# How many electrons will a carbon vacancy hold?

Whether a silicon carbide layer needs a treatment against carbon vacancies depends partly on how many conduction electrons each vacancy takes out of circulation. A vacancy captures an electron when the Fermi level, the energy at which the crystal supplies electrons, lies above the cost of adding it. The r2SCAN results below give this cost for four successive electrons. They show where most of the computed rise in cost comes from, but they can't yet settle whether a vacancy in n-type material holds one extra electron or two.

Carbon vacancy in a 95-atom 4H-SiC cell, computed with Ansatz 0.2.0 (r2SCAN, plane-wave PAW, 500 eV cutoff, one off-centre k point, collinear spin) on atoms relaxed with PBEsol. Formation energies refer to diamond and, like the levels, to the host valence top. The monopole term uses a dielectric constant of 9.7, and distances run from the vacant site to the nearest Si atom.

| cell charge (e) | start moment | formation energy (eV) | top filled level (eV) | lowest empty level (eV) | cell moment (μB) | monopole term (eV) | alignment term (eV) | nearest distance (Å) |
| --- | --- | --- | --- | --- | --- | --- | --- | --- |
| -2 | 2 μB | 10.22 | 1.757 | 2.677 | 2.00 | 0.8400 | 0.0090 | 1.635 |
| -1 | 3 μB | 7.55 | 1.665 | 2.504 | 3.00 | 0.2100 | 0.0470 | 1.769 |
| 0 | 2 μB | 5.31 | 1.418 | 2.393 | 2.00 | n/a | n/a | 1.748 |
| 1 | 1 μB | 3.71 | 1.341 | 2.160 | 1.00 | 0.2100 | -0.1080 | 1.894 |
| 2 | 2 μB | 2.50 | -0.152 | 2.060 | 0.00 | 0.8400 | -0.3040 | 1.986 |

## What happens

The cell charge $q$ is the charge of the vacancy in units of $e$. The formation energy $E(q)$ is the energy needed to make the vacancy with the Fermi level at the top of the host's valence band. The electron that takes the charge from $q$ to $q-1$ therefore costs

$$C = E(q-1)-E(q).$$

From +2 down to −2 the four costs are 1.21, 1.60, 2.24 and 2.67 eV, so each electron is dearer than the one before.

The cell moment shows how the electrons arrange themselves. Removing a carbon atom leaves four silicon neighbours, each with a broken bond. Their orbitals combine into one low-lying state and three higher ones of similar energy. In the neutral cell these three appear as localised spin-up states, mostly on silicon, two filled and one empty. The moment grows from 0 to 3 μB as three electrons enter with parallel spins, and falls to 2 μB when the fourth has to pair.

This also explains the odd entry in the +2 row, where the top filled level drops to −0.152 eV. No gap orbital has moved down there. The run was started with a moment of 2 μB but ended with none: the gap orbitals are empty at +2, so the highest filled state is most likely one of the host crystal. Such a state falls below zero here because the single k point misses the zone centre, where the valence top lies. In the neutral cell, too, the highest spin-up state below the gap orbitals is spread over much of the crystal and lies 0.28 eV below the valence top. The orbital that is filled at 1.341 eV in the +1 row must be looked for among the empty levels of the +2 row, at 2.060 eV.

## Why a level is not a cost

That comparison shows a general pattern. In each of the four steps, the lowest empty level before the electron arrives lies about 0.7 eV above the top filled level afterwards. An engineer who reads the empty level as the cost of capture is 0.85 eV too high for the first electron and 0.17 eV too low for the last. The electron changes the defect that it enters, and the empty level doesn't yet know about that change.

Two responses compete. The electron's charge raises the energy of the orbital, while the surrounding atoms move to accommodate it and lower that energy. For a filling $n$ between 0 and 1 and an atomic displacement $x$, the simplest energy with both effects is

$$E(n,x)=\varepsilon n+\tfrac12 Un^2-Fnx+\tfrac12 Kx^2 .$$

Here $\varepsilon$ is the empty level, $U$ the electronic repulsion, $F$ the force that the electron exerts on the atoms and $K$ the stiffness of the lattice.

An orbital level is the slope of the energy with respect to its filling. Before the electron enters, that slope is $\varepsilon$. Afterwards the atoms have moved to $x=F/K$ and the slope is $\varepsilon+U-F^2/K$. The total cost is $\varepsilon+\tfrac12U-\tfrac12F^2/K$, which is exactly halfway between the two levels. Within this picture, and if the highest filled orbital is the one that the electron entered, the observed fall means that the lattice response outweighs the electronic repulsion within the cell. The next electron of the same spin doesn't inherit this fall, because it has to enter another orbital.

One correction remains, because the calculation repeats the charged vacancy periodically and neutralises it with a uniform background. This arrangement makes a charged cell too cheap by an amount that grows as $q^2$. The monopole term puts the missing energy back: 0.21 eV for one unit of charge and four times as much for two. Its change has to be added to the mean of the two levels.

The first electron, from +2 to +1, serves as a worked example:

$$C\approx\frac{2.060+1.341}{2}+(0.21-0.84)=1.07\ \text{eV}.$$

The table gives 1.21 eV, so the estimate is 0.14 eV too low. This is the largest miss of the four steps, and the formula has no adjustable constant. About half of the miss disappears when uncorrected energies are compared with uncorrected levels, which points to the way the electrostatic potentials of differently charged cells are lined up. In the third step the electron enters a spin-up orbital 0.07 eV above the lowest empty level, which shifts that estimate by only 0.04 eV. The agreement shows that levels and energies tell one consistent story; it doesn't show that r2SCAN places them correctly in the real crystal.

## Why each electron costs more

The cost rises by 1.46 eV from the first electron to the last. The monopole term contributes 1.26 eV of this and the bare costs, taken before any charge correction, contribute 0.43 eV. The potential alignment takes back 0.23 eV. Most of the rise is thus ordinary electrostatics that the small cell had hidden.

The direction is easy to picture. The first electron goes to a vacancy with charge +2 and reduces its charge, so the correction makes that electron cheaper. The last goes to a vacancy that is already negative and increases the charge, so the correction makes it dearer. Because the term follows $q^2$, it lifts each cost by the same 0.42 eV relative to the one before. Its size depends on the dielectric constant assumed for the crystal and on treating the defect as a point charge. It also depends on the cell. In a larger one the term would be smaller, and the bare costs are expected to rise more steeply instead, because the repulsion between the added electrons would show in them directly.

The bare costs are less regular. They form two close pairs, near 1.6 to 1.7 eV for the first two electrons and near 2.0 to 2.1 eV for the last two. The jump comes with the third electron, the one that completes the set of three parallel spins.

The Jahn–Teller effect offers a reason. With one or two electrons in three similar orbitals, the neighbours can shift so that the occupied orbitals go down and an empty one goes up. The neutral cell shows such a split: its two filled spin-up orbitals are only 0.14 eV apart, while the empty third one lies 1.05 eV higher. The third electron must then take the unfavourable orbital. Once all three are equally filled, the distortion no longer pays, and its energy gain is lost. A fourth electron makes the filling uneven again, so a renewed distortion can offset part of the price of pairing.

The distance from the empty site to the nearest silicon atom fits this account. It shrinks by roughly 0.1 Å or more when the first, second and fourth electrons arrive, but grows by 0.02 Å with the third. That is what a partial return to a more even shape would look like. A single distance doesn't describe the positions of four neighbours, however, so the distortion remains an argued cause and has not been measured here.

## Where the table departs from the real defect

Rising costs mean that no charge state is skipped as the Fermi level climbs. According to the table, the −1 vacancy is stable over a range of 0.43 eV, although the last 0.08 eV of it lie above the computed gap. Experiment shows the opposite order, known as negative $U$: the second extra electron is bound more strongly than the first, so −1 gives way to a mixture of neutral and −2 vacancies. On this point the computed trend fails qualitatively.

The spin states are a serious suspect. The accepted neutral vacancy is a distorted singlet and the accepted −1 vacancy a doublet, whereas these rows hold a triplet and a quartet. The −2 row is a triplet too, where a singlet is expected. The neutral cell itself hints at close competition. Its lowest empty level is missing from the spin-up list and so must be spin-down, and it lies only 0.07 eV below the third spin-up orbital. Pairing and parallel filling are almost level there, before the atoms have responded to the extra electron.

Replacing these states wouldn't push the answer in one direction only. A lower neutral or −2 energy would move the result towards negative $U$, while a lower −1 energy would move it away. The charge correction matters as well, since without it the 0.43 eV range of the −1 state would shrink to about 0.1 eV. Where several starting moments were tried, the table keeps only the lowest result, so competing energies aren't shown. Without energies for the low-spin states and a larger cell, the blame can't be divided.

## The silicon vacancy as a guide

The silicon vacancy in the same crystal is the useful neighbour for comparison. It leaves broken bonds on carbon, whose orbitals are compact and reach each other poorly across the empty site. Pulling neighbours together gains little, so parallel spins win, and the −1 silicon vacancy is indeed known as a quartet. Silicon orbitals around a carbon vacancy are more extended and can form new bonds in pairs, which favours low spin.

This gives a rule for guessing the trend elsewhere. Where broken bonds overlap weakly, electrons should fill separate orbitals and each should cost more than the last. Where they overlap strongly and the lattice is soft enough to respond, a second electron can share the orbital that the first has already lowered. If that gain exceeds the repulsion between the two, the second electron is the cheaper one.

## What to do about it

For the doping question, treat the table as evidence that a vacancy in strongly n-type material tends to capture electrons, and leave their number open. The last cost exceeds the computed gap of 2.586 eV by only 0.08 eV. Levels from one k point in a cell of this size carry errors of tenths of an eV, and r2SCAN is known to make semiconductor gaps too small, so that excess can't be used to rule out the −2 state. The known negative-$U$ behaviour should guide the process decision.

To repair the calculation, begin with the spin states. Start the neutral and −2 cells without a moment and the −1 cell with a moment of 1 μB, displace the silicon neighbours unevenly in pairs, and relax the atoms separately in each state. Then repeat the lowest states in a larger cell. The monopole term should shrink as the cell edge grows, while the corrected costs should settle; if they keep moving, the cell is still too small, whether through the charge correction, the strain or the overlap of neighbouring vacancies.

When reporting a capture energy, take it from the difference of two relaxed formation energies. The two orbital levels are still worth keeping as a check: their mean, with the monopole change added, should land close to that difference. A large disagreement is a reason to look for an electron that entered a different orbital, or for atoms that settled into an unrelated shape.
